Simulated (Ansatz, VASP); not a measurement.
Two plane-wave programs on In5P3 (a cell with a defect)

File INCAR:

```
PREC = Accurate
ENCUT = 520
EDIFF = 1E-6
ISMEAR = 0
SIGMA = 0.02
LREAL = F
LASPH = T
NELM = 100
ALGO = Normal
ISIF = 2
LWAVE = F
LCHARG = F
GGA = PE
IBRION = 2
NSW = 65
EDIFFG = -0.025
```

KPOINTS

```
regular mesh
0
Gamma
  3 3 3
```

Contents of POSCAR:

```
In5P3
1.0
    0.0000000000      0.0000000000     -5.9597880294
    0.0000000000     -5.9597880294      0.0000000000
   -5.9597880294      0.0000000000      0.0000000000
In P
5 3
Direct
    1.0000000000      1.0000000000      1.0000000000
    0.0000000000      0.5000000000      0.5000000000
    0.5000000000      0.0000000000      0.5000000000
    0.5000000000      0.5000000000      1.0000000000
    0.2500000000      0.2500000000      0.7500000000
    0.2500000000      0.7500000000      0.2500000000
    0.7500000000      0.2500000000      0.2500000000
    0.7500000000      0.7500000000      0.7500000000
```

Input for Ansatz:

```yaml
crystal:
  lattice:
    - [0.0, 0.0, -5.9597880294]
    - [0.0, -5.9597880294, 0.0]
    - [-5.9597880294, 0.0, 0.0]
  atoms:
    - { symbol: In, position: [1.0, 1.0, 1.0] }
    - { symbol: In, position: [0.0, 0.5, 0.5] }
    - { symbol: In, position: [0.5, 0.0, 0.5] }
    - { symbol: In, position: [0.5, 0.5, 1.0] }
    - { symbol: In, position: [0.25, 0.25, 0.75] }
    - { symbol: P, position: [0.25, 0.75, 0.25] }
    - { symbol: P, position: [0.75, 0.25, 0.25] }
    - { symbol: P, position: [0.75, 0.75, 0.75] }
  host:
    lattice:
      - [0.0, 2.9798940147, 2.9798940147]
      - [2.9798940147, 0.0, 2.9798940147]
      - [2.9798940147, 2.9798940147, 0.0]
    atoms:
      - { symbol: In, position: [0.0, 0.0, 0.0] }
      - { symbol: P, position: [0.25, 0.25, 0.25] }
basis:
  ecutwfc: 420
  xc_grid: 2
  ecutrho_ratio: 6
kpoints:
  mp_grid: { grid: [3, 3, 3], shift: [0.0, 0.0, 0.0] }
hamiltonian:
  xc: pbe
scf:
  occupations: { method: gaussian, width: 0.02 }
  mixing: { algorithm: broyden, beta: 0.9, ndim: 2 }
output:
  forces: true
  eigenvalues: true
relax:
  adjacent_minimum: "off"
  f_tol: 0.025
  max_steps: 45
```

Alike in both runs: task relaxation of the atoms; functional PBE; k mesh 3 × 3 × 3; occupations gaussian, width 0.02 eV; no spin polarisation.

|  | VASP | Ansatz |
| --- | --- | --- |
| version | VASP 6.6.1 | Ansatz 0.2.0 |
| potentials or method | VASP PAW PBE potentials, release 64 (In_d, P) | scalar-relativistic, plane waves, PAW |
| plane-wave cutoff (eV) | 520 | 420 |
| valence electrons in the cell | 80 | 80 |

|  | VASP | Ansatz | Ansatz less VASP |
| --- | --- | --- | --- |
| gap on the k mesh at the Fermi level, each at its own relaxed structure (eV) | none | none | - |
| energy change over the relaxation (meV/atom) | -46 | -46 | +0.1 |

A gap of «none» marks a metal or a gap that the smearing closes.
